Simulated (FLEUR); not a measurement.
The system is BaF2 (Frankdicksonite).

```
Ba F
1.0
     0.00000    3.10005    3.10005
     3.10005    0.00000    3.10005
     3.10005    3.10005    0.00000
Ba F
1 2
Direct
  0.00000 0.00000 0.00000
  0.75000 0.75000 0.75000
  0.25000 0.25000 0.25000
```

Base run:

* Program: FLEUR MaX-R8.1 (later development tree)
* Functional: r2SCAN
* Potentials or basis: all-electron
* Basis: FLAPW
* Kmax: 4.1 1/bohr
* k mesh: 8 × 8 × 8
* Occupations: fermi-dirac, width 0.05 eV
* Spin: no spin polarisation

Its results: band gap on the k mesh 7.23 eV, indirect (least direct gap 7.33 eV).

Question: The run is repeated on the same cell with these changes: functional from r2SCAN to PBE; muffin-tin radii from Ba 2.59, F 2.11 bohr to Ba 2.51, F 2.04 bohr. What comes out?

Answer: Band gap on the k mesh 6.82 eV, indirect (least direct gap 6.92 eV).

Caveats: spin-orbit coupling is left out, which moves the levels of the heavy elements; the meta-GGA is that of a development version, with a GGA for the radial functions and cores and without core tails (some runs).
